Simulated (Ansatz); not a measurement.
RbBr: from a trial structure to a relaxed crystal

The calculation used DFT PBE, scalar-relativistic, plane waves, PAW in Ansatz 0.2.0. Cutoff 420 eV, Γ-centred k mesh, Gaussian smearing, no spin polarisation in the final step.

The start puts RbBr on the CoSn structure type (P6/mmm, No. 191), with Rb in place of Co, Br in place of Sn, at a guessed volume.

```yaml
crystal:
  lattice:
    - [7.02446, 0.00000, 0.00000]
    - [-3.51223, 6.08336, 0.00000]
    - [0.00000, 0.00000, 5.66746]
  atoms:
    - { symbol: Rb, position: [0.50000, 0.00000, 0.00000] }
    - { symbol: Rb, position: [0.50000, 0.50000, 0.00000] }
    - { symbol: Rb, position: [0.00000, 0.50000, 0.00000] }
    - { symbol: Br, position: [0.00000, 0.00000, 0.00000] }
    - { symbol: Br, position: [0.33333, 0.66667, 0.50000] }
    - { symbol: Br, position: [0.66667, 0.33333, 0.50000] }
```

Cell and atoms relax at zero pressure; the relaxation can't lower the symmetry of the start.

Energies over the elements count from the elements' standard structures at the same level, with no empirical corrections.

Q: Describe the relaxed structure.

A: It keeps P6/mmm (No. 191), but not the shape of the type it started on. Conventional cell: a = 8.158 Å, c = 4.923 Å. Rb is coordinated by 4 Br at 3.41 Å, 2 Br at 4.08 Å and 4 Rb at 4.08 Å; Br on Wyckoff site a (1 atom of the primitive cell) is coordinated by 6 Rb at 4.08 Å; Br on Wyckoff site d (2 atoms of the primitive cell) is coordinated by 6 Rb at 3.41 Å.

```xyz
6
Lattice="8.1585 0.0000 0.0000 -4.0792 7.0655 0.0000 0.0000 0.0000 4.9227" Properties=species:S:1:pos:R:3 pbc="T T T"
Rb    4.0792    0.0000    0.0000
Rb    2.0396    3.5327    0.0000
Rb   -2.0396    3.5327    0.0000
Br    0.0000    0.0000    0.0000
Br    0.0000    4.7103    2.4613
Br    4.0792    2.3552    2.4613
```

Q: What are its volume, energy, density and gap?

A: The volume per atom is 47.29 Å³ and the density is 2.90 g/cm³. The energy over the elements is -1.587 eV/atom. The gap on the 3×3×6 mesh is 2.62 eV.

The final run used a 3×3×6 mesh on its 6-atom cell and 0.02 eV smearing. Symmetry constrained the relaxation, so the result can be a saddle point.

Cost: 3 runs of about 1.5 core-minutes in all, on Intel Xeon 6975P-C (Granite Rapids) (shared hosts).